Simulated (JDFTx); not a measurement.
Crystal: As.

```
As
1.0
     1.88080    1.08588    3.51406
    -1.88080    1.08588    3.51406
     0.00000   -2.17176    3.51406
As
2
Direct
  0.22600 0.22600 0.22600
  0.77400 0.77400 0.77400
```

```yaml
Program: JDFTx 1.7.0 (patched build)
Task: relaxation of cell and atoms
Functional: r2SCAN
Potentials_or_basis: SG15-PBE-1.2 with smoothed tails
Cutoff: 1088 eV
Density_cutoff: 8708 eV
k_mesh: 3 × 3 × 3
Occupations: fermi-dirac, width 0.05 eV
Spin: no spin polarisation
```

At the start: pressure 4.3 GPa; volume 21.53 Å³/atom.

Problem. How do energy, volume and symmetry change on relaxing?

Solution. Over 11 steps the energy falls by 31.3 meV/atom and the volume is 22.40 Å³/atom (+4.1 %); space group R-3m (No. 166, to 0.05 Å).

The path:
```
step  energy change (eV)  largest force (eV/Å)  pressure (GPa)  volume (Å³)
   1              0.0000                0.0244            4.35        43.06
   2             -0.0146                0.0385            3.39        43.44
   3             -0.0461                0.0993            0.91        44.64
   4             -0.0574                0.1017           -0.33        45.52
   5             -0.0600                0.0361           -0.31        45.21
   6             -0.0604                0.0067           -0.23        45.20
   7             -0.0610                0.0086           -0.19        45.14
   8             -0.0625                0.0409            0.15        44.79
   9             -0.0627                0.0034           -0.09        44.85
  10             -0.0627                0.0009           -0.05        44.83
  11             -0.0627                0.0022           -0.02        44.81
```

Final structure:
```yaml
crystal:
  lattice:
    - [1.94817, 1.12478, 3.40818]
    - [-1.94817, 1.12478, 3.40818]
    - [0.00000, -2.24955, 3.40818]
  atoms:
    - { symbol: As, position: [0.22498, 0.22498, 0.22498] }
    - { symbol: As, position: [0.77502, 0.77502, 0.77502] }
```

Caveat: the k mesh is coarse (spacing up to 0.67 Å⁻¹), so the values aren't converged; meta-GGA forces are noisy on this grid; the potentials were made for another functional, which shifts forces and pressure.
